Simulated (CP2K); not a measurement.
The system is BaZrO3.

```
Ba Zr O
1.0
     4.19134    0.00000    0.00000
     0.00000    4.19134    0.00000
     0.00000    0.00000    4.19134
Ba Zr O
1 1 3
Cartesian
  0.0000 0.0000 0.0000
  2.0957 2.0957 2.0957
  2.0957 2.0957 0.0000
  2.0957 0.0000 2.0957
  0.0000 2.0957 2.0957
```

Base run:

- Program: CP2K 2026.2
- Functional: TASK
- Potentials or basis: POTENTIAL_UZH Ba GTH-SCAN-q10, Zr GTH-SCAN-q12, O GTH-SCAN-q6; TZVP-MOLOPT-SCAN-GTH basis
- Density cutoff: 11565 eV
- k mesh: 6 × 6 × 6
- Occupations: fermi-dirac, width 0.0259 eV
- Spin: no spin polarisation

Its results: band gap on the k mesh 4.33 eV, indirect (least direct gap 4.55 eV); pressure 14.6 GPa.

The run is repeated on the same cell with these changes: functional from TASK to r2SCAN; ngrids from 4 to 5. What comes out?

Band gap on the k mesh 3.69 eV, indirect (least direct gap 3.95 eV); pressure 3.8 GPa.

Caveats: spin-orbit coupling is left out, which moves the levels of the heavy elements; the basis of atomic orbitals isn't converged, which shifts pressures, moduli and gaps; the potentials were made for another functional, which shifts forces and pressure (some runs).
